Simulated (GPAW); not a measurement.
Crystal: TiNi.

```xyz
2
Lattice="2.7358 0.0000 0.0000 0.0000 2.7358 0.0000 0.0000 0.0000 3.5814" Properties=species:S:1:pos:R:3 pbc="T T T"
Ni    0.0000    0.0000    0.0000
Ti    1.3679    1.3679    1.7907
```

The cell comes from a database or a generator and needn't be the stable form of this composition.

Base run:

```yaml
Program: GPAW 26.7.0
Functional: PBEsol
Potentials_or_basis: PAW data sets generated in the run's folder for this functional
Cutoff: 600 eV
Basis: pw
k_mesh: 7 × 7 × 6
Occupations: fermi-dirac, width 0.05 eV
Spin: collinear spin, ferromagnetic start
Starting_moments: "[1.0, 1.0] μB"
Hubbard_terms: Ni d U = 6 eV
```

Its results: pressure 0.6 GPa; net moment 0.79 μB per cell; site moments Ni +0.84; Ti +0.05 μB.

Question: The run is repeated on the same cell with these changes: hubbard terms from Ni d U = 6 eV to Ni d U = 4 eV. What comes out?

Answer: Pressure -5.7 GPa; net moment 0.68 μB per cell; site moments Ni +0.48; Ti +0.21 μB.

Caveats: the stock nickel data set gives pressures a few GPa off other programs; the U is typed as a test and isn't derived for this compound.

Not every run made on this cell is shown here.
